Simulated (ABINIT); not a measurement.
Runs of ABINIT 10.8.3 (patched build) on Na. It takes space group Im-3m (No. 229, cubic). The conventional cell has a = 4.282 Å, b = 4.282 Å, c = 4.282 Å, α = 90.00°, β = 90.00°, γ = 90.00°. Na (site symmetry m-3m) has 8 Na at 3.71 Å as nearest neighbours. 

```tsv
task	level	potentials or basis	k mesh	cutoff (eV)	smearing	fine-grid cutoff	bands in the sums	broadening (eV)	scissor shift (eV)	tensor components	gap on the mesh (eV)	pressure (GPa)
positron lifetime	PBEsol	JTH PAW PBE v2.0	6 × 6 × 6	816	methfessel-paxton 0.136 eV	1414.99 eV	-	-	-	-	none	-0.8
optical spectrum	PBE	PseudoDojo NC SR PBE v0.4.1 standard	12 × 12 × 12, with 2 shifts	1088	gaussian 0.136 eV	-	10	0.1	0	[11]	-	-0.5
positron lifetime	PBE	JTH PAW PBE v2.0	6 × 6 × 6	816	gaussian 0.1 eV	1414.99 eV	-	-	-	-	none	(a)
single point	PBE	PseudoDojo NC SR PBE v0.4.1 standard	7 × 7 × 7	1088	fermi-dirac 0.05 eV	-	-	-	-	-	none	-0.5
positron lifetime	LDA	JTH PAW LDA v2.0	6 × 6 × 6	816	fermi-dirac 0.136 eV	1414.99 eV	-	-	-	-	none	-1.4
optical spectrum	PBE	PseudoDojo NC SR PBE v0.4.1 standard	12 × 12 × 12, with 2 shifts	1088	methfessel-paxton 0.1 eV	-	10	0.05	0	[11]	-	-0.5
```

Alike in all rows: no spin polarisation; cell as given.

Q: Estimate the missing entries.

A: (a) -0.7.

Caveats: the PAW basis is incomplete for the positron (some runs); the intraband (Drude) term is left out (some runs); spectra need much finer meshes, so this one isn't converged (some runs); the PAW data sets were made with another functional, which shifts forces and pressure a little (some runs).

A k mesh can miss the band edges.

A gap of «none» marks a metal or a gap under the smearing width.

Not every run made on this cell is shown here.
